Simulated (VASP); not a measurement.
C, 12 atoms in the cell. The structure is hexagonal, space group P6_3/mmc (No. 194). The conventional cell has a = 2.522 Å, b = 2.522 Å, c = 12.356 Å, α = 90.00°, β = 90.00°, γ = 120.00°. C (site symmetry 3m) is surrounded by 4 C at 1.54 Å. C (site symmetry 3m) has 4 C at 1.54 Å as nearest neighbours. C (site symmetry 3m) has 4 C at 1.54 Å as nearest neighbours. This is a hexagonal form of diamond, not graphite.

| Quantity | Value |
| --- | --- |
| Program | VASP 6.6.1 |
| Task | relaxation of cell and atoms |
| Functional | LDA |
| Potentials or basis | VASP PAW LDA potentials, release 64 (C) |
| Cutoff | 600 eV |
| k mesh | 10 × 10 × 4 |
| Occupations | gaussian, width 0.02 eV |
| Spin | no spin polarisation |
| Ladder | gaps |
| Further INCAR settings | ALGO = Normal; EDIFF = 1e-06; IBRION = 2; EDIFFG = -0.01; NSW = 60; ISIF = 3 |

Potentials or basis: VASP PAW LDA potentials, release 64 (C).

The run is started by

```console
$ cat potpaw_LDA.64/C/POTCAR > POTCAR
$ mpirun -np 4 vasp_std > vasp.out
```

Hardware: 4 MPI ranks on Intel(R) Xeon(R) Platinum 8375C CPU @ 2.90GHz (Ice Lake), with other jobs on the host.

Question: Estimate the wall time of this run.

Answer: Wall time 89 s on 4 MPI ranks on Intel(R) Xeon(R) Platinum 8375C CPU @ 2.90GHz (Ice Lake) (shared host), peak memory 0.2 GiB a rank. Counts: scf iterations 52, k points 42, ion steps 8.
